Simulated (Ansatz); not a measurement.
This is a single-point calculation with Ansatz 0.2.0 on zincblende SiC; the level of theory is PBE. The cell was relaxed with r2SCAN and then strained (epitaxial +2.5 % in the xy plane, free normal strain -1.66 %), with the atoms relaxed again with r2SCAN; k points keep the names of the unstrained zone.

Input file:
```yaml
crystal:
  lattice:
    - [0.0, 2.2325036536, 2.1419434071]
    - [2.2325036536, 0.0, 2.1419434071]
    - [2.2325036536, 2.2325036536, 0.0]
  atoms:
    - { symbol: Si, position: [0.0, 0.0, 0.0] }
    - { symbol: C, position: [0.25, 0.25, 0.25] }
kpoints:
  mp_grid: { grid: [10, 10, 10] }
  band_path:
    path:
      - [0.0, 0.0, 0.0]
      - [-0.5, -0.5, 0.0]
      - [-0.375, -0.375, 0.25]
      - [-0.375, 0.0, 0.375]
      - [0.0, 0.0, 0.5]
      - [-0.5, -0.25, 0.25]
    npoints: 1
hamiltonian:
  xc: pbe
scf:
  occupations: { method: fermi_dirac, width: 0.02 }
  n_extra_bands: 4
output:
  forces: true
  stress: true
  eigenvalues: true
```

Question: What will the output look like, and what does it show?

Answer: Abridged output:
```
scf.n_extra_bands = 4 over 4 filled bands (N_el = 8.0): the run solves 8 bands
Pseudopotential: Si, paw, valence charge 4, recommended cutoff 420 eV (normal)
Pseudopotential: C, paw, valence charge 4, recommended cutoff 420 eV (normal)
Functional definition: PBE
Crystal: 2 atoms, lattice volume = 21.351 Å³
Basis set: ecut = 420 eV, 411 PW (Γ)
Symmetry: 8 space group operations
Space group: I-4m2 (ITA 119)
k-points: 102 of 1000 (time reversal used)
SCF converged after 6 iterations
Free energy (F): -887.138007 eV
Fermi energy:    9.758882 eV
--- Per-component energies (eV) ---
  E_band       = 26.261547
  E_kinetic    = 134.014730
  E_local      = -106.153027
  E_nonlocal   = 51.454203
  E_hartree    = 32.315559
  E_xc         = -104.933984
  E_vxc        = -108.628930
  E_paw        = -611.939598
  E_vpaw       = -9.056412
  E_ewald      = -281.895904
--- Stress (GPa, compression-positive) ---
       -6.735973       0.000000       0.000000
        0.000000      -6.735973       0.000000
        0.000000       0.000000       2.970127
  P = ⅓ Tr σ = -3.5006 GPa (-35.006 kbar)
--- Band table (eV; the first three rows and the last of 102) ---
  k-point 0: bands = [-6.0676, 9.0092, 9.0092, 9.2701, 14.9304, 16.1141, 16.2339, 16.2339]
  k-point 1: bands = [-5.8769, 8.0800, 8.8576, 9.0786, 15.2392, 16.2741, 16.4513, 16.5505]
  k-point 2: bands = [-5.3135, 5.9994, 8.5100, 8.8050, 14.9710, 16.7026, 16.8392, 17.6201]
  k-point 101: bands = [-0.9884, 1.7308, 5.6856, 5.6856, 10.2477, 12.8379, 22.6344, 22.6344]
```
Iteration counts and the last digits belong to this one run.

The rows of the band table are 0: (0, 0, 0) = Γ, 1: (0, 0, 0.100), 2: (0, 0, 0.200), 101: (-1/2, -1/2, 0) = X.

Levels at the listed points, from bands.tsv (eV from the Fermi energy, bands near the gap, counted from 0):
```tsv
# k_distance	band_0	band_1	band_2	band_3	band_4	band_5	band_6	band_7
# fermi_ev = 9.758882
# [0, 0, 0] at k_distance = 0.000000
# [-0.5, -0.5, 0] at k_distance = 1.466702
# [-0.375, -0.375, 0.25] at k_distance = 1.964224
# [-0.375, 0, 0.375] at k_distance = 2.832137
# [0, 0, 0.5] at k_distance = 3.700050
# [-0.5, -0.25, 0.25] at k_distance = 4.716347
# levels_relative_to = fermi_ev
0.000	-15.827	-0.750	-0.750	-0.489	5.172	6.355	6.475	6.475
1.467	-10.747	-8.028	-4.073	-4.073	0.489	3.079	12.875	12.875
1.964	-10.879	-7.645	-6.006	-3.500	2.092	6.417	10.775	11.524
2.832	-11.004	-7.985	-6.060	-3.068	2.597	7.157	10.605	11.551
3.700	-12.370	-9.030	-1.946	-1.478	4.359	6.143	6.860	9.228
4.716	-10.708	-7.622	-5.454	-5.213	4.311	8.066	8.198	8.917
```
In order the rows are Γ, X, U, K, L, W.

With PBE the valence top lies at Γ and the conduction bottom at X, 0.98 eV higher; the smallest vertical gap, at X (0, -1/2, -1/2), is 4.46 eV. The mean pressure at these positions is -3.50 GPa, compression counted positive.

No spin polarisation and no zero-point or thermal motion.
